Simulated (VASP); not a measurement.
# PtSe2 (Sudovikovite) (P-3m1) in VASP: notebook, part 2 of 2

VASP 6.6.1. Earlier steps stand in the parts before.

## 3. Single point, HSE06

Contents of POSCAR:

```
PtSe2
1.0
    3.7240000000      0.0000000000      0.0000000000
   -1.8620000000      3.2250786037      0.0000000000
    0.0000000000      0.0000000000      5.0620000000
Pt Se
1 2
Direct
    0.0000000000      0.0000000000      0.0000000000
    0.6666666667      0.3333333333      0.7500000000
    0.3333333333      0.6666666667      0.2500000000
```

Contents of INCAR.step1:

```
PREC     = Accurate       # precision mode
ENCUT    = 520            # plane-wave cutoff, eV
EDIFF    = 1E-5           # SCF threshold, eV
ISMEAR   = 0              # smearing method
SIGMA    = 0.01           # smearing width, eV
LREAL    = F              # projectors in reciprocal space
LASPH    = T              # aspherical terms in the spheres
NELM     = 100            # most SCF steps
ALGO     = Normal         # electronic algorithm
ISIF     = 2              # what is computed and relaxed
LWAVE    = T              # write WAVECAR
LCHARG   = F              # write CHGCAR
NBANDS   = 19             # bands
NKRED    = 1            
GGA      = PE             # functional
```

Contents of INCAR.step2:

```
PREC     = Accurate       # precision mode
ENCUT    = 520            # plane-wave cutoff, eV
EDIFF    = 1E-6           # SCF threshold, eV
ISMEAR   = 0              # smearing method
SIGMA    = 0.01           # smearing width, eV
LREAL    = F              # projectors in reciprocal space
LASPH    = T              # aspherical terms in the spheres
NELM     = 100            # most SCF steps
ALGO     = Normal         # electronic algorithm
ISIF     = 2              # what is computed and relaxed
LWAVE    = F              # write WAVECAR
LCHARG   = F              # write CHGCAR
GGA      = PE             # functional
LHFCALC  = T              # exact exchange
HFSCREEN = 0.2            # screening, 1/A
PRECFOCK = Fast         
NBANDS   = 19             # bands
NKRED    = 1            
ISTART   = 1
```

Contents of KPOINTS:

```
regular mesh
0
Gamma
  3 3 2
```

Potentials or basis: VASP PAW PBE potentials, release 64 (Pt, Se).

Command:

```
cat potpaw_PBE.64/Pt/POTCAR potpaw_PBE.64/Se/POTCAR > POTCAR
cp INCAR.step1 INCAR
mpirun -np 1 vasp_std > vasp.out
cp INCAR.step2 INCAR
mpirun -np 1 vasp_std > vasp.out
```

It took 3.4 min on 1 thread of Intel Xeon Platinum 8559C (Emerald Rapids), shared host; peak memory 0.27 GiB.

The run converged, but some of its settings lie outside the range that counts as converged, so its numbers aren't taken as properties of the crystal.

What came out:

- Free energy: -17.3348 eV
- Pressure: 2.1 GPa
- Largest force: 0.058 eV/Å
- Band gap on the k mesh: none (metal or under the smearing width)

Caveat: the k mesh is coarse (spacing up to 0.65 Å⁻¹), so the values aren't converged, least of all with exact exchange; the PAW data sets were made with another functional, which shifts forces and pressure a little.

## 4. Single point, HSE06

POSCAR is that of step 3.

Edit INCAR.step1 of step 3 so:

```diff
@@ -1,3 +1,3 @@
 PREC     = Accurate       # precision mode
-ENCUT    = 520            # plane-wave cutoff, eV
+ENCUT    = 400            # plane-wave cutoff, eV
 EDIFF    = 1E-5           # SCF threshold, eV
```

Edit INCAR.step2 of step 3 so:

```diff
@@ -1,3 +1,3 @@
 PREC     = Accurate       # precision mode
-ENCUT    = 520            # plane-wave cutoff, eV
+ENCUT    = 400            # plane-wave cutoff, eV
 EDIFF    = 1E-6           # SCF threshold, eV
@@ -15,3 +15,3 @@
 HFSCREEN = 0.2            # screening, 1/A
-PRECFOCK = Fast         
+PRECFOCK = Low          
 NBANDS   = 19             # bands
```

Contents of KPOINTS:

```
regular mesh
0
Gamma
  4 4 3
```

Command:

```
cat potpaw_PBE.64/Pt/POTCAR potpaw_PBE.64/Se/POTCAR > POTCAR
cp INCAR.step1 INCAR
mpirun -np 1 vasp_std > vasp.out
cp INCAR.step2 INCAR
mpirun -np 1 vasp_std > vasp.out
```

Wall time 2 min (1 thread of Intel Xeon Platinum 8559C (Emerald Rapids), shared host); peak memory 0.25 GiB.

The run converged, but some of its settings lie outside the range that counts as converged, so its numbers aren't taken as properties of the crystal.

Results:

```yaml
Free_energy: -17.2755 eV
Pressure: 2.2 GPa
Largest_force: 0.057 eV/Å
Band_gap_on_the_k_mesh: none (metal or under the smearing width)
```

Caveat: the k mesh is coarse (spacing up to 0.49 Å⁻¹), so the values aren't converged, least of all with exact exchange; the PAW data sets were made with another functional, which shifts forces and pressure a little.

## 5. Single point, HSE06

POSCAR is that of step 4.

INCAR.step1 is that of step 4.

Edit INCAR.step2 of step 4 so:

```diff
@@ -15,3 +15,3 @@
 HFSCREEN = 0.2            # screening, 1/A
-PRECFOCK = Low          
+PRECFOCK = Accurate     
 NBANDS   = 19             # bands
```

KPOINTS is that of step 4.

Potentials or basis: VASP PAW PBE potentials, release 64 (Pt, Se).

Command:

```
cat potpaw_PBE.64/Pt/POTCAR potpaw_PBE.64/Se/POTCAR > POTCAR
cp INCAR.step1 INCAR
mpirun -np 1 vasp_std > vasp.out
cp INCAR.step2 INCAR
mpirun -np 1 vasp_std > vasp.out
```

OUTCAR:

```text
PREC = Accurate
   ENCUT = 400
   EDIFF = 1E-6
   ISMEAR = 0
   LREAL = F
   LASPH = T
   NELM = 100
   ISIF = 2
   GGA = PE
   LHFCALC = T
   HFSCREEN = 0.2
   PRECFOCK = Accurate
   NKRED = 1
   ISTART = 1

 Found      9 irreducible k-points:

 Following reciprocal coordinates:
            Coordinates               Weight
  0.000000  0.000000  0.000000      1.000000
  0.250000 -0.000000  0.000000      6.000000
  0.500000 -0.000000  0.000000      3.000000
  0.250000  0.250000  0.000000      6.000000
  0.000000  0.000000  0.333333      2.000000
  0.250000 -0.000000  0.333333      6.000000
   k-points           NKPTS =      9   k-points in BZ     NKDIM =     48   number of bands    NBANDS=     19
   number of dos      NEDOS =    301   number of ions     NIONS =      3
   total plane-waves  NPLWV =  20736
   dimension x,y,z NGX =    24 NGY =   24 NGZ =   36
   dimension x,y,z NGXF=    48 NGYF=   48 NGZF=   72
   ions per type =               1   2
[... 63 lines left out ...]
  ---------------------------------------------------
  free energy    TOTEN  =       -17.27692780 eV

  energy without entropy =      -17.27648613  energy(sigma->0) =      -17.27670697

 E-fermi :   6.6064     XC(G=0):  -8.7765

 val. band max:        5.5992041805   @ k =   0.0000   0.2500   0.3333
 cond. band min:       6.6132250508   @ k =   0.0000   0.2500   0.3333
 fundamental gap:      1.0140208703
 Fermi energy:         6.6063843473

 k-point     1 :       0.0000    0.0000    0.0000
  band No.  band energies     occupation
      1     -11.1392      2.00000
      2      -7.9840      2.00000
      3      -1.9803      2.00000
      4      -1.1198      2.00000
      5      -1.1198      2.00000
      6       1.2273      2.00000
[... 109 lines left out ...]
      6       0.5778      2.00000
[... 11 lines left out ...]
     18      15.9666      0.00000
     19      16.4325      0.00000

 [... further k-points ...]

------------------------ aborting loop because EDIFF is reached ----------------------------------------

  FORCE on cell =-STRESS in cart. coord.  units (eV):
  Direction    XX          YY          ZZ          XY          YZ          ZX
  --------------------------------------------------------------------------------------
  -------------------------------------------------------------------------------------
  Total        0.9430669      0.9430669      0.6363908      0.0000000      0.0000000      0.0000000
  in kB       24.8531221     24.8531221     16.7711317      0.0000000      0.0000000      0.0000000
  external PRESSURE =      22.1591253 kB  Pullay stress =       0.0000000 kB

 VOLUME and BASIS-vectors are now :
 -----------------------------------------------------------------------------
  energy-cutoff  :      400.00
  volume of cell :       60.80
      direct lattice vectors                 reciprocal lattice vectors
     3.724000000  0.000000000  0.000000000     0.268528464  0.155034981  0.000000000
    -1.862000000  3.225078604  0.000000000     0.000000000  0.310069962  0.000000000
     0.000000000  0.000000000  5.062000000     0.000000000  0.000000000  0.197550375

 POSITION                                       TOTAL-FORCE (eV/Angst)
 -----------------------------------------------------------------------------------
      0.00000      0.00000      0.00000         0.000000      0.000000      0.000000
      1.86200      1.07503      3.79650         0.000000     -0.000000     -0.056513
     -0.00000      2.15005      1.26550        -0.000000      0.000000      0.056513
 -----------------------------------------------------------------------------------
    total drift:                               -0.000001      0.000001     -0.000006

  FREE ENERGIE OF THE ION-ELECTRON SYSTEM (eV)
  ---------------------------------------------------
  free  energy   TOTEN  =       -17.2769278048 eV

  energy  without entropy=      -17.2764861265  energy(sigma->0) =      -17.27670697
```

OUTCAR.step1:

```text
PREC = Accurate
   ENCUT = 400
   EDIFF = 1E-5
   ISMEAR = 0
   LREAL = F
[... 245 lines left out ...]
      0.00000      0.00000      0.00000         0.000000      0.000000      0.000000
      1.86200      1.07503      3.79650        -0.000000     -0.000000     -0.502458
     -0.00000      2.15005      1.26550        -0.000000      0.000000      0.502458
 -----------------------------------------------------------------------------------
    total drift:                               -0.000000      0.000000      0.000000

  FREE ENERGIE OF THE ION-ELECTRON SYSTEM (eV)
  ---------------------------------------------------
  free  energy   TOTEN  =       -14.2388453285 eV

  energy  without entropy=      -14.2384034285  energy(sigma->0) =      -14.23862438
```

Wall time 11 min (1 thread of Intel Xeon Platinum 8559C (Emerald Rapids), shared host); peak memory 0.28 GiB.

These settings aren't checked as converged: the numbers below hold their error.

Results:

```yaml
Free_energy: -17.2769 eV
Pressure: 2.2 GPa
Largest_force: 0.057 eV/Å
Band_gap_on_the_k_mesh: none (metal or under the smearing width)
```

Caveat: the k mesh is coarse (spacing up to 0.49 Å⁻¹), so the values aren't converged, least of all with exact exchange; the PAW data sets were made with another functional, which shifts forces and pressure a little.

## 6. Single point, HSE06

POSCAR is that of step 5.

Edit INCAR.step1 of step 5 so:

```diff
@@ -1,3 +1,3 @@
 PREC     = Accurate       # precision mode
-ENCUT    = 400            # plane-wave cutoff, eV
+ENCUT    = 520            # plane-wave cutoff, eV
 EDIFF    = 1E-5           # SCF threshold, eV
```

Edit INCAR.step2 of step 5 so:

```diff
@@ -1,3 +1,3 @@
 PREC     = Accurate       # precision mode
-ENCUT    = 400            # plane-wave cutoff, eV
+ENCUT    = 520            # plane-wave cutoff, eV
 EDIFF    = 1E-6           # SCF threshold, eV
@@ -15,3 +15,3 @@
 HFSCREEN = 0.2            # screening, 1/A
-PRECFOCK = Accurate     
+PRECFOCK = Fast         
 NBANDS   = 19             # bands
```

KPOINTS is that of step 5.

Potentials or basis: VASP PAW PBE potentials, release 64 (Pt, Se).

Command:

```
cat potpaw_PBE.64/Pt/POTCAR potpaw_PBE.64/Se/POTCAR > POTCAR
cp INCAR.step1 INCAR
mpirun -np 1 vasp_std > vasp.out
cp INCAR.step2 INCAR
mpirun -np 1 vasp_std > vasp.out
```

Run time: 3.4 min. Hardware: 1 thread of Intel Xeon Platinum 8559C (Emerald Rapids), shared host; peak memory 0.27 GiB.

The run converged, but some of its settings lie outside the range that counts as converged, so its numbers aren't taken as properties of the crystal.

Results:

| Item | Value |
| --- | --- |
| Free energy | -17.2774 eV |
| Pressure | 2.3 GPa |
| Largest force | 0.056 eV/Å |
| Band gap on the k mesh | none (metal or under the smearing width) |

Caveat: the k mesh is coarse (spacing up to 0.49 Å⁻¹), so the values aren't converged, least of all with exact exchange; the PAW data sets were made with another functional, which shifts forces and pressure a little.

## 7. For comparison

An earlier run on the cell as given: functional PBE; potentials or basis VASP PAW PBE potentials, release 64 (Pt, Se); cutoff 520 eV; k mesh 8 × 8 × 5; occupations fermi-dirac, width 0.05 eV; no spin polarisation.

* Pressure: 7.3 GPa
* Largest force: 0.599 eV/Å
* Band gap on the k mesh: none (metal or under the smearing width)
